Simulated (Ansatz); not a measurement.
MgO:

```
Mg O
1.0
     3.30779    0.00000    0.00000
    -1.65389    2.86463    0.00000
     0.00000    0.00000    4.98288
Mg O
2 2
Direct
  0.66667 0.33333 0.50216
  0.33333 0.66667 0.00216
  0.66667 0.33333 0.90244
  0.33333 0.66667 0.40244
```

Measurements of this composition are mostly on another form, of space group No. 225.

Base run:

- Program: Ansatz 0.2.0
- Functional: LDA
- Potentials or basis: all-electron LAPW, scalar-relativistic
- Cutoff: 332 eV (chosen from the basis error)
- Basis error allowed: 0.002 eV/atom
- k mesh: 9 × 9 × 6
- Occupations: fermi-dirac, width 0.05 eV
- Spin: no spin polarisation

Its results: band gap on the k mesh 3.36 eV, direct; pressure -4.1 GPa; largest force 0.038 eV/Å.

Task: The run is repeated on the same cell with these changes: functional from LDA to PBEsol. What comes out?

Result: Band gap on the k mesh 3.35 eV, direct; pressure 0.3 GPa; largest force 0.009 eV/Å.

PBEsol binds less tightly than LDA, so the same cell stands under more pressure.
